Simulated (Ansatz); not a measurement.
# Sb (R-3m) in Ansatz: settings compared

The runs below take Sb through relaxation of cell and atoms, single point, with revPBE, PBE.

Everything below comes from runs of Ansatz 0.2.0. Logs are shortened: lines on timing, memory, paths and dates and some standing lists are left out, and cuts for length are marked.

## (1) Starting point

Symmetry: R-3m, No. 166, trigonal system. The conventional cell has a = 4.308 Å, b = 4.308 Å, c = 11.274 Å, α = 90.00°, β = 90.00°, γ = 120.00°. Sb (site symmetry 3m) is surrounded by 3 Sb at 2.91 Å.

## (2) Relaxation of cell and atoms, revPBE

File input.yaml:

```yaml
crystal:
  lattice:
    - [2.1542, 1.2437279499, 3.758]
    - [-2.1542, 1.2437279499, 3.758]
    - [0.0, -2.4874558998, 3.758]
  atoms:
    - { symbol: Sb, position: [0.76651, 0.76651, 0.76651] }
    - { symbol: Sb, position: [0.23349, 0.23349, 0.23349] }
kpoints:
  mp_grid: { grid: [8, 8, 8] }
scf:
  occupations: { method: fermi_dirac, width: 0.05 }
hamiltonian:
  xc: revpbe
  pseudopotentials: { kind: all_electron, lapw: { basis_error: 0.001 } }
output:
  forces: true
  stress: true
relax:
  f_tol: 0.01
  max_steps: 60
  cell: {}
```

Potentials or basis: all-electron LAPW, scalar-relativistic.

Started as:

```console
> ansatz run input.yaml --threads 1 --pin off --max-ram 3072MiB --backend cpu --events-out ev --progress --plain --runs-dir out
```

The log of the run:

```text
Warning: RAYON_NUM_THREADS=1 ignored (pool sized by the plan → 1); use --threads N
The last accepted step is kept in <dir> (removed where the run ends without a failure and the disk answers)
LAPW: plane waves up to 8.077 Å⁻¹, error target 1.0e-3 eV per atom; small_component_spin mean_spin; Sb in spheres of 1.410 Å, 23 of its electrons in bands, Dirac shells [] (how accurate: hamiltonian.pseudopotentials.lapw.basis_error, Limitations)
Engine: ansatz 0.2.0, x86_64-unknown-linux-gnu
Pseudopotentials: kind: all_electron
Pseudopotential: Sb, LAPW, valence charge 23, lapw/all_electron/scalar/gaussian/Sb, Koelling and Harmon's equation, gaussian nucleus
Functional definition: revPBE
  parameter kappa = 1.245
  parameter beta = 0.06672455060314922
  exchange = pbe_x(kappa = kappa, mu = beta*pi^2/3)
  correlation = pbe_c(beta = beta)
Crystal: 2 atoms, lattice volume = 60.411 Å³
Basis set: ecut = 248.54002197438206 eV, 543 PW (Γ), exchange–correlation at level 2
Bands: 28, of which v1, the nominal top of the filled ones, is band 23 counted from 1 (22 counted from 0)
Symmetry: 12 space group operations
Space group: R-3m (ITA 166), of the structure as read, at distance tolerance 3.9e-5 Å
k-points: 65 of 512
Non-local potential: Sb, projectors of the file, none
Initial density: superposition of atomic densities (chi_scale 0.1, normalization cell)
Initial wavefunctions: plane waves of lowest kinetic energy (no species holds an atomic orbital)
Functional: x = revpbe(κ = 1.245, μ = 0.2195149727645171), c = pbe(β = 0.06672455060314922)
iter 1 solved again at ethr=1.67e-4 eV; its pass at ethr=1.00e-1 eV (dr2=7.70e-2 eV) is discarded
SCF iter   1: F=—  HF=-352748.718553 eV  |F-HF|=—  |Δ(HF+E_count)|=         —  Δρ=1.27e-2  dr2=7.87e-2  ethr=1.67e-4  ⟨swp⟩=3.0  Hψ=12074  notcnv=0
preconditioner: auto → Kerker (q_TF=auto, 2.607 Å⁻¹)  [metal: Δε(μ)=0.031 eV  Ē_g=9.477 eV  σ=0.050 eV  W_gap=0.15  n_scr=14 (ndim 8)  ℏωp=15.1 eV  f_vac=0.017  D(μ)=0.38/eV (n_scr^D=0)]
SCF iter   2: F=—  HF=-352748.721332 eV  |F-HF|=—  |Δ(HF+E_count)|=   2.78e-3  Δρ=8.71e-3  dr2=4.45e-2  ethr=1.67e-4  ⟨swp⟩=2.0  Hψ=5075  notcnv=0  defer=1
SCF iter   3: F=—  HF=-352748.725853 eV  |F-HF|=—  |Δ(HF+E_count)|=   4.52e-3  Δρ=2.66e-3  dr2=6.02e-3  ethr=9.68e-5  ⟨swp⟩=2.0  Hψ=5099  notcnv=0
SCF iter   4: F=—  HF=-352748.725749 eV  |F-HF|=—  |Δ(HF+E_count)|=   1.04e-4  Δρ=1.08e-3  dr2=1.42e-3  ethr=1.31e-5  ⟨swp⟩=2.0  Hψ=5099  notcnv=0
SCF iter   5: F=—  HF=-352748.726192 eV  |F-HF|=—  |Δ(HF+E_count)|=         —  Δρ=4.68e-4  dr2=2.17e-4  ethr=3.09e-6  ⟨swp⟩=2.8  Hψ=5239  notcnv=0
the basis was enlarged: its passes take 68.1 KiB over the memory plan, 1 of 1 planned eigensolver slots
SCF iter   6: F=—  HF=-352748.726404 eV  |F-HF|=—  |Δ(HF+E_count)|=   2.13e-4  Δρ=2.24e-4  dr2=5.20e-5  ethr=4.73e-7  ⟨swp⟩=3.0  Hψ=5356  notcnv=0
iter 7 solved again at ethr=6.22e-9 eV; its pass at ethr=1.13e-7 eV (dr2=2.86e-6 eV) is discarded
SCF iter   7: F=—  HF=-352748.726440 eV  |F-HF|=—  |Δ(HF+E_count)|=   3.57e-5  Δρ=6.00e-5  dr2=2.85e-6  ethr=6.22e-9  ⟨swp⟩=2.0  Hψ=9126  notcnv=0
SCF iter   8: F=—  HF=-352748.726443 eV  |F-HF|=—  |Δ(HF+E_count)|=   2.62e-6  Δρ=1.73e-5  dr2=1.68e-7  ethr=6.20e-9  ⟨swp⟩=3.0  Hψ=5413  notcnv=0
SCF iter   9: F=-352748.726443 eV  HF=-352748.726443 eV  |F-HF|=7.16e-9  |Δ(HF+E_count)|=   1.68e-7  Δρ=5.26e-6  dr2=2.66e-8  ethr=3.65e-10  ⟨swp⟩=3.0  Hψ=5409  notcnv=0
SCF 1 converged in 9 iterations: F = -352748.726443 eV  dr2 = 2.66e-8
relax step   1: F+E_penalty+E_count = -352748.72644280 eV  Δ(F+E_penalty+E_count) = +0.000e0 eV  max|allowed force component| = 1.817e-1 eV/Å  Δτ_max = 0.0000 Å  P = +3.670 GPa  Ω = 60.411 Å³  (9 SCF iters, accepted)
Crystal: 2 atoms, lattice volume = 67.226 Å³
Basis set: ecut = 231.44659142626097 eV, 543 PW (Γ), exchange–correlation at level 2
Initial density: handed on by an earlier stage of this run
Initial wavefunctions: those handed on with the density
iter 1 solved again at ethr=3.04e-6 eV; its pass at ethr=1.00e-1 eV (dr2=1.40e-3 eV) is discarded
SCF iter   1: F=—  HF=-352748.752263 eV  |F-HF|=—  |Δ(HF+E_count)|=         —  Δρ=1.00e-3  dr2=1.41e-3  ethr=3.04e-6  ⟨swp⟩=4.0  Hψ=10583  notcnv=0
preconditioner: auto → Kerker (q_TF=auto, 2.561 Å⁻¹)  [metal: Δε(μ)=0.102 eV  Ē_g=8.981 eV  σ=0.050 eV  W_gap=0.42  n_scr=14 (ndim 8)  ℏωp=14.3 eV  f_vac=0.069  D(μ)=0.28/eV (n_scr^D=0)]
SCF iter   2: F=—  HF=-352748.752259 eV  |F-HF|=—  |Δ(HF+E_count)|=   4.08e-6  Δρ=8.07e-4  dr2=9.92e-4  ethr=3.04e-6  ⟨swp⟩=2.0  Hψ=5373  notcnv=0
SCF iter   3: F=—  HF=-352748.752358 eV  |F-HF|=—  |Δ(HF+E_count)|=   9.91e-5  Δρ=4.11e-4  dr2=2.61e-4  ethr=2.16e-6  ⟨swp⟩=2.0  Hψ=5373  notcnv=0
SCF iter   4: F=—  HF=-352748.752437 eV  |F-HF|=—  |Δ(HF+E_count)|=   7.91e-5  Δρ=1.58e-4  dr2=3.57e-5  ethr=5.66e-7  ⟨swp⟩=2.7  Hψ=5448  notcnv=0
iter 5 solved again at ethr=4.75e-9 eV; its pass at ethr=7.76e-8 eV (dr2=2.18e-6 eV) is discarded
SCF iter   5: F=—  HF=-352748.752487 eV  |F-HF|=—  |Δ(HF+E_count)|=   5.03e-5  Δρ=4.22e-5  dr2=2.18e-6  ethr=4.75e-9  ⟨swp⟩=2.0  Hψ=9405  notcnv=0
SCF iter   6: F=—  HF=-352748.752489 eV  |F-HF|=—  |Δ(HF+E_count)|=   1.90e-6  Δρ=3.16e-5  dr2=1.16e-6  ethr=4.74e-9  ⟨swp⟩=3.0  Hψ=5576  notcnv=0
SCF iter   7: F=—  HF=-352748.752491 eV  |F-HF|=—  |Δ(HF+E_count)|=   2.32e-6  Δρ=1.07e-5  dr2=1.52e-7  ethr=2.53e-9  ⟨swp⟩=3.0  Hψ=5699  notcnv=0
SCF iter   8: F=-352748.752492 eV  HF=-352748.752492 eV  |F-HF|=5.70e-9  |Δ(HF+E_count)|=   2.98e-7  Δρ=2.95e-6  dr2=1.22e-8  ethr=3.31e-10  ⟨swp⟩=3.0  Hψ=5706  notcnv=0
SCF 2 converged in 8 iterations: F = -352748.752492 eV  dr2 = 1.22e-8
relax step   2: F+E_penalty+E_count = -352748.75249160 eV  Δ(F+E_penalty+E_count) = -2.605e-2 eV  max|allowed force component| = 3.323e-1 eV/Å  Δτ_max = 0.0037 Å  P = -1.856 GPa  Ω = 67.226 Å³  (8 SCF iters, accepted)
Crystal: 2 atoms, lattice volume = 65.168 Å³
Basis set: ecut = 236.29394812098317 eV, 543 PW (Γ), exchange–correlation at level 2
iter 1 solved again at ethr=9.74e-7 eV; its pass at ethr=1.00e-1 eV (dr2=4.48e-4 eV) is discarded
SCF iter   1: F=—  HF=-352748.773551 eV  |F-HF|=—  |Δ(HF+E_count)|=         —  Δρ=6.64e-4  dr2=4.56e-4  ethr=9.74e-7  ⟨swp⟩=4.1  Hψ=10843  notcnv=0
preconditioner: auto → Kerker (q_TF=auto, 2.574 Å⁻¹)  [metal: Δε(μ)=0.061 eV  Ē_g=9.144 eV  σ=0.050 eV  W_gap=0.27  n_scr=14 (ndim 8)  ℏωp=14.5 eV  f_vac=0.057  D(μ)=0.29/eV (n_scr^D=0)]
SCF iter   2: F=—  HF=-352748.773517 eV  |F-HF|=—  |Δ(HF+E_count)|=   3.38e-5  Δρ=4.85e-4  dr2=2.67e-4  ethr=9.74e-7  ⟨swp⟩=2.0  Hψ=5302  notcnv=0
SCF iter   3: F=—  HF=-352748.773503 eV  |F-HF|=—  |Δ(HF+E_count)|=   1.46e-5  Δρ=1.82e-4  dr2=4.80e-5  ethr=5.81e-7  ⟨swp⟩=2.0  Hψ=5302  notcnv=0
SCF iter   4: F=—  HF=-352748.773512 eV  |F-HF|=—  |Δ(HF+E_count)|=   9.02e-6  Δρ=7.76e-5  dr2=8.42e-6  ethr=1.04e-7  ⟨swp⟩=2.0  Hψ=5302  notcnv=0
iter 5 solved again at ethr=1.42e-9 eV; its pass at ethr=1.83e-8 eV (dr2=6.55e-7 eV) is discarded
[... 26 lines left out ...]
SCF iter   4: F=—  HF=-352748.776981 eV  |F-HF|=—  |Δ(HF+E_count)|=   2.41e-7  Δρ=3.70e-5  dr2=2.30e-6  ethr=2.08e-8  ⟨swp⟩=2.0  Hψ=5326  notcnv=0
SCF iter   5: F=—  HF=-352748.776982 eV  |F-HF|=—  |Δ(HF+E_count)|=   1.12e-7  Δρ=1.61e-5  dr2=2.07e-7  ethr=5.00e-9  ⟨swp⟩=2.5  Hψ=5367  notcnv=0
SCF iter   6: F=-352748.776982 eV  HF=-352748.776982 eV  |F-HF|=1.44e-8  |Δ(HF+E_count)|=   2.48e-7  Δρ=5.02e-6  dr2=2.86e-8  ethr=4.50e-10  ⟨swp⟩=3.0  Hψ=5644  notcnv=0
SCF 5 converged in 6 iterations: F = -352748.776982 eV  dr2 = 2.86e-8
relax step   5: F+E_penalty+E_count = -352748.77698179 eV  Δ(F+E_penalty+E_count) = -1.431e-3 eV  max|allowed force component| = 7.700e-3 eV/Å  Δτ_max = 0.0089 Å  P = +0.043 GPa  Ω = 65.667 Å³  (6 SCF iters, accepted)
Crystal: 2 atoms, lattice volume = 65.931 Å³
Basis set: ecut = 234.468208677812 eV, 543 PW (Γ), exchange–correlation at level 2
iter 1 solved again at ethr=1.46e-7 eV; its pass at ethr=1.00e-1 eV (dr2=6.72e-5 eV) is discarded
SCF iter   1: F=—  HF=-352748.777150 eV  |F-HF|=—  |Δ(HF+E_count)|=         —  Δρ=1.88e-4  dr2=3.96e-5  ethr=1.46e-7  ⟨swp⟩=5.0  Hψ=11399  notcnv=0
preconditioner: auto → Kerker (q_TF=auto, 2.569 Å⁻¹)  [metal: Δε(μ)=0.094 eV  Ē_g=9.120 eV  σ=0.050 eV  W_gap=0.40  n_scr=14 (ndim 8)  ℏωp=14.5 eV  f_vac=0.061  D(μ)=0.27/eV (n_scr^D=0)]
SCF iter   2: F=—  HF=-352748.777149 eV  |F-HF|=—  |Δ(HF+E_count)|=   1.25e-6  Δρ=1.36e-4  dr2=2.44e-5  ethr=8.60e-8  ⟨swp⟩=2.0  Hψ=5338  notcnv=0
iter 3 solved again at ethr=4.43e-9 eV; its pass at ethr=5.31e-8 eV (dr2=2.04e-6 eV) is discarded
SCF iter   3: F=—  HF=-352748.777145 eV  |F-HF|=—  |Δ(HF+E_count)|=   3.39e-6  Δρ=3.60e-5  dr2=2.04e-6  ethr=4.43e-9  ⟨swp⟩=2.0  Hψ=9056  notcnv=0
SCF iter   4: F=—  HF=-352748.777145 eV  |F-HF|=—  |Δ(HF+E_count)|=   1.09e-8  Δρ=1.60e-5  dr2=4.23e-7  ethr=4.43e-9  ⟨swp⟩=2.0  Hψ=5338  notcnv=0
SCF iter   5: F=-352748.777145 eV  HF=-352748.777145 eV  |F-HF|=4.53e-8  |Δ(HF+E_count)|=   3.49e-8  Δρ=7.30e-6  dr2=4.41e-8  ethr=9.21e-10  ⟨swp⟩=2.8  Hψ=5425  notcnv=0
SCF 6 converged in 5 iterations: F = -352748.777145 eV  dr2 = 4.41e-8
relax step   6: F+E_penalty+E_count = -352748.77714537 eV  Δ(F+E_penalty+E_count) = -1.636e-4 eV  max|allowed force component| = 7.706e-4 eV/Å  Δτ_max = 0.0036 Å  P = +0.007 GPa  Ω = 65.931 Å³  (5 SCF iters, accepted)
iter 1 solved again at ethr=7.21e-11 eV; its pass at ethr=1.00e-1 eV (dr2=3.32e-8 eV) is discarded
SCF iter   1: F=—  HF=-352748.777156 eV  |F-HF|=—  |Δ(HF+E_count)|=         —  Δρ=7.75e-6  dr2=3.56e-8  ethr=7.21e-11  ⟨swp⟩=5.1  Hψ=14106  notcnv=0  reapply=49
SCF iter   2: F=-352748.777156 eV  HF=-352748.777156 eV  |F-HF|=1.06e-7  |Δ(HF+E_count)|=   2.29e-7  Δρ=5.28e-6  dr2=2.00e-8  ethr=7.21e-11  ⟨swp⟩=2.8  Hψ=5435  notcnv=0
SCF 7 converged in 2 iterations: F = -352748.777156 eV  dr2 = 2.00e-8
relax step   7: F+E_penalty+E_count = -352748.77715598 eV  Δ(F+E_penalty+E_count) = -1.061e-5 eV  max|allowed force component| = 7.630e-4 eV/Å  Δτ_max = 0.0000 Å  P = +0.007 GPa  Ω = 65.931 Å³  stress off target by 1.36e-2 GPa  SCF on the basis re-selected at this cell (its energy is not comparable with the rows above)  (2 SCF iters)
basis re-selected at this cell: Δ(F+E_penalty+E_count) = -1.061e-5 eV, ΔP = -0.000 GPa vs the last step (what re-selecting the basis moved, after the strain that the cell walked since its last selection, with what the two solves' SCF thresholds leave and, on support functions, any second-order correction that the steps lacked; it is no measure of the basis error at this ecutwfc). This SCF's stress stands 1.36e-2 GPa from its target on what of the cell is left free (relax.cell.stress_tol is 5.00e-2 GPa) and its largest allowed force component is 7.63e-4 eV/Å (relax.f_tol is 1.00e-2 eV/Å): within both
SCF converged after 2 iterations
Free energy (F): -352748.777156 eV
Harris-Foulkes:  -352748.777156 eV  (|F-HF|=1.06e-7)
Internal energy: -352748.775047 eV  (E = F + TS)
E sigma→0 (E₀):  -352748.776101 eV
Entropy (-TS):   -0.002109 eV (-1.055 meV/atom)
Fermi energy:    11.389286 eV
--- Per-component energies (eV) ---
  E_band       = -1865.057312
  E_kinetic    = 371757.335727
  E_xc         = -9299.178378
  E_electrostatic = -715206.932395  (all electrons and nuclei)
  E_smearing   = -0.002109  (= −TS)
  E_closure    = 0.000000  (closes the sum)
  E_atoms      = -352741.132544  (free atoms, spherical and without spin; not in F)
  Σ components = -352748.777156   (vs F -352748.777156, Δ=0.00e0)
  Basis errors (estimates in eV, not in F): energy 4.0e-4 per atom: plane waves 3.5e-4 (1.9e-4 summed), levels above the bands 2.6e-46, relativity 3.7e-8, radial functions 5.2e-5, core shells 4.7e-9; eigenvalues (radial functions only) 1.5e-7; not estimated: angular momenta, meshes, grids; target (lapw.basis_error) 1.0e-3; muffin-tin radii Sb 1.452 Å
--- Forces (eV/Å), atoms counted from 1 ---
  atom   1  Sb    -0.00000000     0.00000000     0.00076303
  atom   2  Sb     0.00000000    -0.00000000    -0.00076303
  max |Σ_I F_I| component: 8.67e-19 eV/Å
--- Stress (GPa, compression-positive) ---
        0.003791      -0.000000      -0.000000
       -0.000000       0.003791       0.000000
       -0.000000       0.000000       0.013609
  P = ⅓ Tr σ = 0.0071 GPa (0.071 kbar)
--- Relaxed structure (6 steps of the walk, 6 accepted, 1 SCFs on fresh bases) ---
  F+E_penalty+E_count = -352748.77715598 eV   max|allowed force component| = 7.630e-4 eV/Å   (the final SCF, on the basis selected at the relaxed cell)
  cell:  # Å, volume = 65.9307 Å³
    - [2.1965934168669996, 1.2682038005283218, 3.944554981429731]
    - [-2.1965934168669996, 1.2682038005283218, 3.944554981429731]
    - [-1.3861970360318492e-33, -2.5364076010566436, 3.944554981429731]
  atoms:
    - { symbol: Sb, position: [0.7691718019111403, 0.7691718019111403, 0.7691718019111403] }
    - { symbol: Sb, position: [0.23082819808885954, 0.23082819808885954, 0.23082819808885954] }
```

Wall time 65 s (1 thread of Intel Xeon Platinum 8488C (Sapphire Rapids), shared host); peak memory 0.43 GiB.

What came out:

```yaml
Free_energy: -352748.7772 eV
Relaxed_volume: 32.97 Å³/atom
Relaxed_cell: a = 4.690 Å, b = 4.690 Å, c = 4.690 Å, α = 55.86°, β = 55.86°, γ = 55.86°
Space_group_after_relaxing_to_0.05_Å: R-3m (No. 166)
Energy_gained_by_relaxing: 25.4 meV/atom
Ionic_steps: 7
Pressure_after_relaxing: 0.0 GPa
```

The path:
```csv
step,energy change (eV),largest force (eV/Å),volume (Å³)
1,0.0000,0.1817,60.41
2,-0.0260,0.3323,67.23
3,-0.0471,0.0817,65.17
4,-0.0491,0.0280,65.02
5,-0.0505,0.0077,65.67
6,-0.0507,0.0008,65.93
7,-0.0507,0.0008,65.93
```

Final structure:
```
Sb
1.0
     2.19659    1.26820    3.94455
    -2.19659    1.26820    3.94455
     0.00000   -2.53641    3.94455
Sb
2
Direct
  0.76917 0.76917 0.76917
  0.23083 0.23083 0.23083
```

The run has no spin-orbit coupling, so splittings on Sb are missing. Zero-point motion and thermal expansion aren't in these numbers.

## (3) Single point, PBE

File input.yaml:

```yaml
crystal:
  lattice:
    - [2.1542, 1.2437279499, 3.758]
    - [-2.1542, 1.2437279499, 3.758]
    - [0.0, -2.4874558998, 3.758]
  atoms:
    - { symbol: Sb, position: [0.76651, 0.76651, 0.76651] }
    - { symbol: Sb, position: [0.23349, 0.23349, 0.23349] }
kpoints:
  mp_grid: { grid: [6, 6, 6] }
scf:
  occupations: { method: fermi_dirac, width: 0.03 }
hamiltonian:
  xc: pbe
  pseudopotentials: { kind: all_electron, lapw: { basis_error: 0.003 } }
output:
  forces: true
  stress: true
  eigenvalues: true
```

Potentials or basis: all-electron LAPW, scalar-relativistic.

Started as:

```console
> ansatz run input.yaml --threads 1 --pin off --max-ram 3072MiB --backend cpu --events-out ev --progress --plain --runs-dir out
```

The log of the run:

```text
Warning: RAYON_NUM_THREADS=1 ignored (pool sized by the plan → 1); use --threads N
LAPW: plane waves up to 7.269 Å⁻¹, error target 3.0e-3 eV per atom; small_component_spin mean_spin; Sb in spheres of 1.454 Å, 23 of its electrons in bands, Dirac shells [] (how accurate: hamiltonian.pseudopotentials.lapw.basis_error, Limitations)
Engine: ansatz 0.2.0, aarch64-unknown-linux-gnu
[... 2 set-up lines as earlier in the session ...]
Functional definition: PBE
  parameter kappa = 0.804
[... 3 set-up lines as earlier in the session ...]
Crystal: 2 atoms, lattice volume = 60.411 Å³
Basis set: ecut = 201.33262913978228 eV, 381 PW (Γ), FFT grids on a1−a3, a2−a3, a3, exchange–correlation at level 2
Bands: 28, of which v1, the nominal top of the filled ones, is band 23 counted from 1 (22 counted from 0)
[... 2 set-up lines as earlier in the session ...]
k-points: 32 of 216
[... 3 set-up lines as earlier in the session ...]
Functional: x = pbe(κ = 0.804, μ = 0.2195149727645171), c = pbe(β = 0.06672455060314922)
iter 1 solved again at ethr=1.72e-4 eV; its pass at ethr=1.00e-1 eV (dr2=7.90e-2 eV) is discarded
SCF iter   1: F=—  HF=-352736.374923 eV  |F-HF|=—  |Δ(HF+E_count)|=         —  Δρ=1.24e-2  dr2=8.01e-2  ethr=1.72e-4  ⟨swp⟩=3.0  Hψ=5922  notcnv=0
preconditioner: auto → none  [insulator: Δε(μ)=0.266 eV  Ē_g=9.490 eV  σ=0.030 eV  W_gap=0.52  n_scr=14 (ndim 8)  ℏωp=15.1 eV  f_vac=0.014  D(μ)=0.51/eV (n_scr^D=0)  ε∞_Penn≈3.5]
SCF iter   2: F=—  HF=-352736.373461 eV  |F-HF|=—  |Δ(HF+E_count)|=   1.46e-3  Δρ=6.08e-3  dr2=1.90e-2  ethr=1.72e-4  ⟨swp⟩=2.0  Hψ=2670  notcnv=0
iter 3 solved again at ethr=1.62e-7 eV; its pass at ethr=4.13e-5 eV (dr2=7.44e-5 eV) is discarded
SCF iter   3: F=—  HF=-352736.375209 eV  |F-HF|=—  |Δ(HF+E_count)|=   1.75e-3  Δρ=3.73e-4  dr2=7.38e-5  ethr=1.62e-7  ⟨swp⟩=2.0  Hψ=4604  notcnv=0
SCF iter   4: F=—  HF=-352736.374786 eV  |F-HF|=—  |Δ(HF+E_count)|=   4.22e-4  Δρ=1.02e-4  dr2=6.63e-6  ethr=1.61e-7  ⟨swp⟩=3.0  Hψ=2710  notcnv=0
SCF iter   5: F=—  HF=-352736.374792 eV  |F-HF|=—  |Δ(HF+E_count)|=   5.81e-6  Δρ=2.54e-5  dr2=7.84e-7  ethr=1.44e-8  ⟨swp⟩=3.0  Hψ=2785  notcnv=0
SCF iter   6: F=-352736.374792 eV  HF=-352736.374792 eV  |F-HF|=5.41e-9  |Δ(HF+E_count)|=   1.13e-7  Δρ=8.36e-6  dr2=4.43e-8  ethr=1.70e-9  ⟨swp⟩=2.6  Hψ=2659  notcnv=0
SCF 1 converged in 6 iterations: F = -352736.374792 eV  dr2 = 4.43e-8
SCF converged after 6 iterations
Free energy (F): -352736.374792 eV
Harris-Foulkes:  -352736.374792 eV  (|F-HF|=5.41e-9)
Internal energy: -352736.373398 eV  (E = F + TS)
E sigma→0 (E₀):  -352736.374095 eV
Entropy (-TS):   -0.001394 eV (-0.697 meV/atom)
Fermi energy:    12.786652 eV
--- Per-component energies (eV) ---
  E_band       = -1804.094083
  E_kinetic    = 371745.339691
  E_xc         = -9287.648542
  E_electrostatic = -715194.064547  (all electrons and nuclei)
  E_smearing   = -0.001394  (= −TS)
  E_closure    = 0.000000  (closes the sum)
  E_atoms      = -352728.128962  (free atoms, spherical and without spin; not in F)
  Σ components = -352736.374792   (vs F -352736.374792, Δ=0.00e0)
  Basis errors (estimates in eV, not in F): energy 1.2e-3 per atom: plane waves 1.1e-3 (6.2e-4 summed), levels above the bands 1.2e-77, relativity 7.1e-8, radial functions 1.4e-4, core shells 8.8e-9; eigenvalues (radial functions only) 1.9e-5; not estimated: angular momenta, meshes, grids; target (lapw.basis_error) 3.0e-3; muffin-tin radii Sb 1.454 Å
--- Forces (eV/Å), atoms counted from 1 ---
  atom   1  Sb    -0.00000000     0.00000000    -0.06758589
  atom   2  Sb    -0.00000000    -0.00000000     0.06758589
  max |Σ_I F_I| component: 9.25e-18 eV/Å
--- Stress (GPa, compression-positive) ---
        2.900305       0.000000       0.000000
        0.000000       2.900305      -0.000000
        0.000000      -0.000000       2.581633
  P = ⅓ Tr σ = 2.7941 GPa (27.941 kbar)
--- Band table (eV; the first three rows and the last of 32) ---
  k-point 0: bands = ["-131.8094", "-131.8087", "-84.7868", "-84.7868", "-84.7825", "-84.7825", "-84.7682", "-84.7651", "-16.7355", "-16.7355", "-16.6476", "-16.6476", "-16.6232", "-16.5345", "-16.5345", "-16.5287", "-16.4534", "-16.4534", "0.0044", "7.9089", "10.6545", "10.9293", "10.9293", "14.8172", "15.4273", "15.4273", "17.8664", "17.8664"]
  k-point 1: bands = ["-131.8094", "-131.8088", "-84.7867", "-84.7866", "-84.7828", "-84.7825", "-84.7680", "-84.7653", "-16.7248", "-16.7199", "-16.6425", "-16.6387", "-16.6164", "-16.5416", "-16.5401", "-16.5348", "-16.4690", "-16.4649", "0.3108", "6.7357", "10.6987", "10.8655", "11.3538", "14.5233", "14.7190", "14.7574", "17.2989", "17.8138"]
  k-point 2: bands = ["-131.8093", "-131.8089", "-84.7867", "-84.7860", "-84.7835", "-84.7825", "-84.7674", "-84.7657", "-16.6997", "-16.6781", "-16.6317", "-16.6153", "-16.5974", "-16.5641", "-16.5609", "-16.5445", "-16.5064", "-16.4918", "1.2110", "4.6914", "10.7740", "10.7952", "11.8918", "13.4163", "13.4976", "13.6770", "18.4127", "19.2464"]
  k-point 31: bands = ["-131.8094", "-131.8088", "-84.7865", "-84.7865", "-84.7828", "-84.7828", "-84.7678", "-84.7656", "-16.6867", "-16.6867", "-16.6295", "-16.6295", "-16.6032", "-16.5476", "-16.5476", "-16.5468", "-16.5067", "-16.5067", "1.5495", "3.7249", "11.4160", "11.4160", "12.2783", "12.8538", "12.8538", "13.8232", "19.7544", "21.6503"]
```

Wall time 5.7 s (1 thread of Arm Neoverse V2, shared host); peak memory 0.25 GiB.

Results:

| Quantity | Value |
| --- | --- |
| Free energy | -352736.3748 eV |
| Pressure | 2.8 GPa |
| Largest force | 0.068 eV/Å |
| Band gap on the k mesh | none (metal or under the smearing width) |

Forces on the atoms (eV/Å):
```
Sb   0.000  0.000 -0.068
Sb   0.000  0.000  0.068
```

Stress tensor (GPa, compression positive):
```
2.90 0.00 0.00
0.00 2.90 0.00
0.00 0.00 2.58
```

Caveat: the k mesh is thin for a metal, which can move the energy by tens of meV per atom. The run has no spin-orbit coupling, so splittings on Sb are missing.

(Continued in part 2 of 2.)
